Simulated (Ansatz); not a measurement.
Write the native input for Ansatz 0.2.0 that does the following.

| Quantity | Value |
| --- | --- |
| Task | band structure |
| Functional | PBEsol |
| Potentials or basis | all-electron LAPW, scalar-relativistic |
| Cutoff | 317 eV (chosen from the basis error) |
| Basis error allowed | 0.001 eV/atom |
| k mesh | 9 × 9 × 5 |
| Occupations | fermi-dirac, width 0.1 eV |
| Spin | no spin polarisation |
| Hubbard terms | Ta d U = 5 eV |
| Start of the occupations | auto |
| Double counting | fll |
| Hubbard projectors | ortho-atomic |

The system is TaS2.

```
Ta S
1.0
     3.21025    0.00000    0.00000
    -1.60513    2.78016    0.00000
     0.00000    0.00000    5.61554
Ta S
1 2
Direct
  0.00000 0.00000 0.00000
  0.66667 0.33333 0.75000
  0.33333 0.66667 0.25000
```

The cell isn't the ideal one: volume scaled by 0.88.

The input as run:

input.yaml

```yaml
crystal:
  lattice:
    - [3.2102513042, 0.0, 0.0]
    - [-1.6051256521, 2.780159182, 0.0]
    - [0.0, 0.0, 5.6155440725]
  atoms:
    - { symbol: Ta, position: [0.0, 0.0, 0.0] }
    - { symbol: S, position: [0.6666666667, 0.3333333333, 0.75] }
    - { symbol: S, position: [0.3333333333, 0.6666666667, 0.25] }
kpoints:
  mp_grid: { grid: [9, 9, 5] }
  band_path:
    path:
      - [0.0, 0.0, 0.0]
      - [0.5, 0.0, 0.0]
      - [0.3333333333, 0.3333333333, 0.0]
      - [0.0, 0.0, 0.0]
      - [0.0, 0.0, 0.5]
      - [0.5, 0.0, 0.5]
      - [0.3333333333, 0.3333333333, 0.5]
      - [0.0, 0.0, 0.5]
    npoints: 10
scf:
  occupations: { method: fermi_dirac, width: 0.1 }
hamiltonian:
  xc: pbesol
  pseudopotentials: { kind: all_electron, lapw: { basis_error: 0.001 } }
  hubbard:
    sites: [{ species: Ta, l: d, u_eff: 5 }]
    double_counting: fll
    projectors: ortho-atomic
output:
  forces: true
  stress: true
  eigenvalues: true
  hubbard: {}
```

Potentials or basis: all-electron LAPW, scalar-relativistic.

Launch:

```bash
$ ansatz run input.yaml --threads 2 --pin off --max-ram 5120MiB --backend cpu --events-out ev --progress --plain --runs-dir out
```

Results of the run:

```json
{
  "Pressure": "31.9 GPa",
  "Largest force": "3.681 eV/Å",
  "Band gap along the path": "none (metal or under the smearing width)"
}
```

Caveat: U is the effective U less J, on atomic orbitals that reach past the spheres; spin-orbit coupling is left out, which moves the levels of the heavy elements; U without spin polarisation on a metal has little footing.

It took 32 s on 2 threads of Arm Neoverse V1, with other jobs on the host, peak memory 0.54 GiB.
